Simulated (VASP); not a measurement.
# GaAs (F-43m) in VASP: notebook

One crystal, GaAs, is run at these levels: LDA, PBEsol, PBE; tasks: band structure.

All numbers are computed with VASP 6.6.1; they aren't measurements. Logs are shortened: lines on timing, memory, paths and dates and some standing lists are left out, and cuts for length are marked.

**The experiment to reproduce.**

From “Evidence of valence band perturbations in GaAsN/GaAs(001): A combined variable-angle spectroscopic ellipsometry and modulated photoreflectance investigation”, 2008, arxiv:0805.2212, for a bulk crystal of GaAs at 300 K: band gap 1.412 ± 0.01 eV (direct); band gap 1.418 ± 0.005 eV (direct).

How close the calculation comes is told below.

**1. The structure**

It takes space group F-43m (No. 216, cubic). The conventional cell has a = 5.654 Å, b = 5.654 Å, c = 5.654 Å, α = 90.00°, β = 90.00°, γ = 90.00°. As (site symmetry -43m) is surrounded by 4 Ga at 2.45 Å. Ga (site symmetry -43m) has 4 As at 2.45 Å as nearest neighbours.

**2. Band structure, LDA**

INCAR reads:

```
PREC = Accurate ; ENCUT = 520
EDIFF = 1E-7 ; ISMEAR = -1
SIGMA = 0.05 ; LREAL = F
LASPH = T ; NELM = 80
ALGO = Normal ; ISIF = 2
LWAVE = F ; LCHARG = F
GGA = CA ; NBANDS = 16
```

KPOINTS reads:

```
regular mesh
0
Gamma
  8 8 8
```

POSCAR reads:

```
GaAs
1.0
    0.0000000000      2.8268500000      2.8268500000
    2.8268500000      0.0000000000      2.8268500000
    2.8268500000      2.8268500000      0.0000000000
As Ga
1 1
Direct
    0.7500000000      0.7500000000      0.7500000000
    0.0000000000      0.0000000000      0.0000000000
```

KPOINTS_OPT reads:

```
path GXWKGLUWLK,UX
15
line-mode
reciprocal
 0.0000000000  0.0000000000  0.0000000000  G
 0.5000000000  0.0000000000  0.5000000000  X

 0.5000000000  0.0000000000  0.5000000000  X
 0.5000000000  0.2500000000  0.7500000000  W

 0.5000000000  0.2500000000  0.7500000000  W
 0.3750000000  0.3750000000  0.7500000000  K

 0.3750000000  0.3750000000  0.7500000000  K
 0.0000000000  0.0000000000  0.0000000000  G

 0.0000000000  0.0000000000  0.0000000000  G
 0.5000000000  0.5000000000  0.5000000000  L

 0.5000000000  0.5000000000  0.5000000000  L
 0.6250000000  0.2500000000  0.6250000000  U

 0.6250000000  0.2500000000  0.6250000000  U
 0.5000000000  0.2500000000  0.7500000000  W

 0.5000000000  0.2500000000  0.7500000000  W
 0.5000000000  0.5000000000  0.5000000000  L

 0.5000000000  0.5000000000  0.5000000000  L
 0.3750000000  0.3750000000  0.7500000000  K

 0.6250000000  0.2500000000  0.6250000000  U
 0.5000000000  0.0000000000  0.5000000000  X
```

Potentials or basis: VASP PAW LDA potentials, release 64 (As, Ga_d).

Command:

```console
$ cat potpaw_LDA.64/As/POTCAR potpaw_LDA.64/Ga_d/POTCAR > POTCAR
$ mpirun -np 1 vasp_std > vasp.out
```

OUTCAR:

```text
PREC = Accurate
   ENCUT = 520
   EDIFF = 1E-7
   ISMEAR = -1
   LREAL = F
   LASPH = T
   NELM = 80
   ISIF = 2
   GGA = CA

 ion  position               nearest neighbor table
   1  0.750  0.750  0.750-   2 2.45   2 2.45   2 2.45   2 2.45
   2  0.000  0.000  0.000-   1 2.45   1 2.45   1 2.45   1 2.45

  LATTYP: Found a face centered cubic cell.
 ALAT       =     5.6537000000

  Lattice vectors:

 A1 = (   0.0000000000,   2.8268500000,   2.8268500000)
 A2 = (   2.8268500000,   0.0000000000,   2.8268500000)
 A3 = (   2.8268500000,   2.8268500000,   0.0000000000)

Analysis of symmetry for initial positions (statically):
=====================================================================
 Subroutine PRICEL returns:
 Original cell was already a primitive cell.

 Routine SETGRP: Setting up the symmetry group for a
 face centered cubic supercell.

 Subroutine GETGRP returns: Found 24 space group operations
 (whereof 24 operations were pure point group operations)
 out of a pool of 48 trial point group operations.

The static configuration has the point symmetry T_d .

Analysis of symmetry for dynamics (positions and initial velocities):
=====================================================================
 Subroutine PRICEL returns:
 Original cell was already a primitive cell.

 Routine SETGRP: Setting up the symmetry group for a
 face centered cubic supercell.

 Subroutine GETGRP returns: Found 24 space group operations
 (whereof 24 operations were pure point group operations)
 out of a pool of 48 trial point group operations.

The dynamic configuration has the point symmetry T_d .

 Subroutine INISYM returns: Found 24 space group operations
 (whereof 24 operations are pure point group operations),
 and found     1 'primitive' translations

----------------------------------------------------------------------------------------

                                     Primitive cell

  volume of cell :      45.1792

  direct lattice vectors                    reciprocal lattice vectors
     0.000000000  2.826850000  2.826850000    -0.176875321  0.176875321  0.176875321
     2.826850000  0.000000000  2.826850000     0.176875321 -0.176875321  0.176875321
[... 74 lines left out ...]
   NGXF,Y,Z  is equivalent  to a cutoff of  24.95, 24.95, 24.95 a.u.
 SYSTEM =  unknown system
   PREC   = accura    normal or accurate (medium, high low for compatibility)
   ISTART =      0    job   : 0-new  1-cont  2-samecut
   ICHARG =      2    charge: 1-file 2-atom 10-const
   ISPIN  =      1    spin polarized calculation?
   LNONCOLLINEAR =      F non collinear calculations
   LSORBIT =      F    spin-orbit coupling
   LASPH  =      T    aspherical Exc in radial PAW
   ENCUT  =  520.0 eV  38.22 Ry    6.18 a.u.   7.43  7.43  7.43*2*pi/ulx,y,z
   NELM   =     80;   NELMIN=  2; NELMDL= -5     # of ELM steps
   EDIFF  = 0.1E-06   stopping-criterion for ELM
   LREAL  =      F    real-space projection
   EDIFFG = 0.1E-05   stopping-criterion for IOM
   NSW    =      0    number of steps for IOM
   IBRION =     -1    ionic relax: 0-MD 1-quasi-New 2-CG
   NFREE  =      0    steps in history (QN), initial steepest desc. (CG)
   ISIF   =      2    stress and relaxation
   ISYM   =      2    0-nonsym 1-usesym 2-fastsym
   POTIM  = 0.5000    time-step for ionic-motion
   TEBEG  =    0.0;   TEEND  =   0.0 temperature during run
   PSTRESS=    0.0 pullay stress
   NELECT =      18.0000    total number of electrons
   NUPDOWN=      -1.0000    fix difference up-down
   EMIN   =  10.00;   EMAX   =-10.00  energy-range for DOS
   EFERMI =   0.00;   METHOD = LEGACY
   ISMEAR =    -1;   SIGMA  =   0.05  broadening in eV -4-tet -1-fermi 0-gaus
   EFERMI_NEDOS =   21; number of points for ismear=-14 and -15
   IALGO  =     38    algorithm
   IMIX   =      4    mixing-type and parameters
     AMIX     =   0.40;   BMIX     =  1.00
     AMIX_MAG =   1.60;   BMIX_MAG =  1.00
  volume/ion in A,a.u.               =      22.59       152.44
  Fermi-wavevector in a.u.,A,eV,Ry     =   1.204628  2.276417 19.743799  1.451128
  Thomas-Fermi vector in A             =   2.340347
   LORBIT       =      0    0 simple, 1 ext, 2 COOP (PROOUT), +10 PAW based schemes
   GGA     = CA    functional components
   LHFCALC =     F    Hartree Fock is set to
   AEXX    =    0.0000 exact exchange contribution
   IVDW    =     0    specifies the selected vdW correction
   LEPSILON=     F    determine dielectric tensor
   LRPA    =     F    only Hartree local field effects (RPA)
 non-spin polarized calculation
  energy-cutoff  :      520.00
  volume of cell :       45.18
 maximum number of plane-waves:      1243
 NGX is ok and might be reduce to    30
   NGX = 15   NGY = 15   NGZ = 15

 number of electron      17.9999995 magnetization

 Free energy of the ion-electron system (eV)
  ---------------------------------------------------
  ext. energy  EPLUGINS =         0.00000000
  ---------------------------------------------------
  free energy    TOTEN  =        -9.63175740 eV

  energy without entropy =       -9.63164845  energy(sigma->0) =       -9.63170292

 E-fermi :   3.9980     XC(G=0):  -9.9119

 val. band max:        3.8022946593   @ k =   0.0000   0.0000   0.0000
 cond. band min:       4.1335975002   @ k =   0.0000   0.0000   0.0000
 fundamental gap:      0.3313028409
 Fermi energy:         3.9980068534

 k-point     1 :       0.0000    0.0000    0.0000
  band No.  band energies     occupation
      1     -11.1280      2.00000
      2     -11.1280      2.00000
      3     -11.1280      2.00000
      4     -11.0500      2.00000
      5     -11.0500      2.00000
      6      -8.9622      2.00000
[... 433 lines left out ...]
      3     -11.0961      2.00000
      4     -11.0543      2.00000
      5     -11.0465      2.00000
      6      -6.8556      2.00000
[... 8 lines left out ...]
     15      15.3004      0.00000
     16      15.8241      0.00000

 [... further k-points ...]
[... 5 lines left out ...]
  --------------------------------------------------------------------------------------
  -------------------------------------------------------------------------------------
  Total       -0.4565229     -0.4565229     -0.4565229      0.0000000      0.0000000     -0.0000000
  in kB      -16.1895544    -16.1895544    -16.1895544      0.0000000      0.0000000     -0.0000000
  external PRESSURE =     -16.1895544 kB  Pullay stress =       0.0000000 kB

 VOLUME and BASIS-vectors are now :
 -----------------------------------------------------------------------------
  energy-cutoff  :      520.00
  volume of cell :       45.18
      direct lattice vectors                 reciprocal lattice vectors
     0.000000000  2.826850000  2.826850000    -0.176875321  0.176875321  0.176875321
     2.826850000  0.000000000  2.826850000     0.176875321 -0.176875321  0.176875321
     2.826850000  2.826850000  0.000000000     0.176875321  0.176875321 -0.176875321

 POSITION                                       TOTAL-FORCE (eV/Angst)
 -----------------------------------------------------------------------------------
      4.24027      4.24027      4.24027        -0.000000     -0.000000     -0.000000
      0.00000      0.00000      0.00000         0.000000      0.000000      0.000000
 -----------------------------------------------------------------------------------
    total drift:                                0.000000      0.000000      0.000000

  FREE ENERGIE OF THE ION-ELECTRON SYSTEM (eV)
  ---------------------------------------------------
  free  energy   TOTEN  =        -9.6317574015 eV

  energy  without entropy=       -9.6316484462  energy(sigma->0) =       -9.63170292
```

stdout:

```text
POSCAR found type information on POSCAR AsGa
 POSCAR found :  2 types and       2 ions
 scaLAPACK will be used
 LDA part: xc-table for (Slater(with rela. corr.)+CA(PZ))
 , standard interpolation
 POSCAR, INCAR and KPOINTS ok, starting setup
 FFT: planning ... GRIDC
 FFT: planning ... GRID_SOFT
 FFT: planning ... GRID
 WAVECAR not read
 entering main loop
 Start KPOINTS_OPT (optional k-point list driver)
k-point batch [1-29\150]
k-point batch [30-58\150]
k-point batch [59-87\150]
k-point batch [88-116\150]
k-point batch [117-145\150]
k-point batch [146-150\150]
```

Wall time 48 s (1 thread of Intel Xeon Platinum 8488C (Sapphire Rapids), shared host); peak memory 0.17 GiB.

What came out:

```yaml
Free_energy: -9.6318 eV
Pressure: -1.6 GPa
Band_gap_on_the_k_mesh: 0.33 eV, direct
Band_gap_along_the_path: 0.33 eV, direct
```

Levels at the corners of the path, in eV from the valence-band top:
| point | band 5 | band 6 | band 7 | band 8 | band 9 | band 10 | band 11 | band 12 | band 13 | band 14 |
| --- | --- | --- | --- | --- | --- | --- | --- | --- | --- | --- |
| Γ | -14.85 | -12.76 | 0.00 | 0.00 | 0.00 | 0.33 | 3.67 | 3.67 | 3.67 | 7.34 |
| X | -14.84 | -10.26 | -6.87 | -2.69 | -2.69 | 1.34 | 1.55 | 10.04 | 10.04 | 10.79 |
| X | -14.84 | -10.26 | -6.87 | -2.69 | -2.69 | 1.34 | 1.55 | 10.04 | 10.04 | 10.79 |
| W | -14.85 | -10.20 | -6.69 | -3.56 | -3.37 | 4.54 | 4.63 | 5.30 | 5.93 | 10.94 |
| W | -14.85 | -10.20 | -6.69 | -3.56 | -3.37 | 4.54 | 4.63 | 5.30 | 5.93 | 10.94 |
| K | -14.85 | -10.30 | -6.69 | -3.89 | -2.27 | 1.85 | 4.54 | 7.82 | 7.98 | 8.54 |
| K | -14.85 | -10.30 | -6.69 | -3.89 | -2.27 | 1.85 | 4.54 | 7.82 | 7.98 | 8.54 |
| Γ | -14.85 | -12.76 | 0.00 | 0.00 | 0.00 | 0.33 | 3.67 | 3.67 | 3.67 | 7.34 |
| Γ | -14.85 | -12.76 | 0.00 | 0.00 | 0.00 | 0.33 | 3.67 | 3.67 | 3.67 | 7.34 |
| L | -14.85 | -11.00 | -6.69 | -1.15 | -1.15 | 0.86 | 4.58 | 4.58 | 7.56 | 10.20 |
| L | -14.85 | -11.00 | -6.69 | -1.15 | -1.15 | 0.86 | 4.58 | 4.58 | 7.56 | 10.20 |
| U | -14.85 | -10.30 | -6.69 | -3.89 | -2.27 | 1.85 | 4.54 | 7.82 | 7.98 | 8.54 |
| U | -14.85 | -10.30 | -6.69 | -3.89 | -2.27 | 1.85 | 4.54 | 7.82 | 7.98 | 8.54 |
| W | -14.85 | -10.20 | -6.69 | -3.56 | -3.37 | 4.54 | 4.63 | 5.30 | 5.93 | 10.94 |
| W | -14.85 | -10.20 | -6.69 | -3.56 | -3.37 | 4.54 | 4.63 | 5.30 | 5.93 | 10.94 |
| L | -14.85 | -11.00 | -6.69 | -1.15 | -1.15 | 0.86 | 4.58 | 4.58 | 7.56 | 10.20 |
| L | -14.85 | -11.00 | -6.69 | -1.15 | -1.15 | 0.86 | 4.58 | 4.58 | 7.56 | 10.20 |
| K | -14.85 | -10.30 | -6.69 | -3.89 | -2.27 | 1.85 | 4.54 | 7.82 | 7.98 | 8.54 |
| U | -14.85 | -10.30 | -6.69 | -3.89 | -2.27 | 1.85 | 4.54 | 7.82 | 7.98 | 8.54 |
| X | -14.84 | -10.26 | -6.87 | -2.69 | -2.69 | 1.34 | 1.55 | 10.04 | 10.04 | 10.79 |

**3. Band structure, LDA, spin-orbit coupling, no magnetisation**

POSCAR is that of step 2.

INCAR.step1 reads:

```
SYSTEM = GaAs
  PREC = Accurate
  ENCUT = 520
  EDIFF = 1E-6
  ISMEAR = -1
  SIGMA = 0.05
  LREAL = .False.
  LASPH = .True.
  NELM = 60
  ALGO = Fast
  ISIF = 2
  LWAVE = .False.
  LCHARG = .True.
  MAGMOM = 0 0 0 0 0 0
  LORBIT = 11
  LSORBIT = .True.
  GGA_COMPAT = .False.
  GGA = CA
  NBANDS = 30
```

KPOINTS.step1 reads:

```
Automatic mesh
0
Gamma
  6 6 6
  0 0 0
```

INCAR.step2 reads:

```
SYSTEM = GaAs
  PREC = Accurate
  ENCUT = 520
  EDIFF = 1E-6
  ISMEAR = 0
  SIGMA = 0.05
  LREAL = .False.
  LASPH = .True.
  NELM = 60
  ALGO = Fast
  ISIF = 2
  LWAVE = .False.
  LCHARG = .False.
  MAGMOM = 0 0 0 0 0 0
  LORBIT = 11
  LSORBIT = .True.
  GGA_COMPAT = .False.
  GGA = CA
  NBANDS = 30
  ICHARG = 11
```

KPOINTS.step2 reads:

```
path GXWKGLUWLK,UX
20
line-mode
reciprocal
 0.0000000000  0.0000000000  0.0000000000  G
 0.5000000000  0.0000000000  0.5000000000  X

 0.5000000000  0.0000000000  0.5000000000  X
 0.5000000000  0.2500000000  0.7500000000  W

 0.5000000000  0.2500000000  0.7500000000  W
 0.3750000000  0.3750000000  0.7500000000  K

 0.3750000000  0.3750000000  0.7500000000  K
 0.0000000000  0.0000000000  0.0000000000  G

 0.0000000000  0.0000000000  0.0000000000  G
 0.5000000000  0.5000000000  0.5000000000  L

 0.5000000000  0.5000000000  0.5000000000  L
 0.6250000000  0.2500000000  0.6250000000  U

 0.6250000000  0.2500000000  0.6250000000  U
 0.5000000000  0.2500000000  0.7500000000  W

 0.5000000000  0.2500000000  0.7500000000  W
 0.5000000000  0.5000000000  0.5000000000  L

 0.5000000000  0.5000000000  0.5000000000  L
 0.3750000000  0.3750000000  0.7500000000  K

 0.6250000000  0.2500000000  0.6250000000  U
 0.5000000000  0.0000000000  0.5000000000  X
```

Potentials or basis: VASP PAW LDA potentials, release 64 (As, Ga_d).

Command:

```console
$ cat potpaw_LDA.64/As/POTCAR potpaw_LDA.64/Ga_d/POTCAR > POTCAR
$ cp INCAR.step1 INCAR
$ cp KPOINTS.step1 KPOINTS
$ mpirun -np 1 vasp_ncl > vasp.out
$ cp INCAR.step2 INCAR
$ cp KPOINTS.step2 KPOINTS
$ mpirun -np 1 vasp_ncl > vasp.out
```

Run time: 7.7 min. Hardware: 1 thread of Intel Xeon Platinum 8488C (Sapphire Rapids), shared host; peak memory 0.49 GiB.

Caveat: the log is that of the step along the path at fixed density, whose energy, stress, charges and moments have no meaning.

(Part 1 of 2 ends here.)
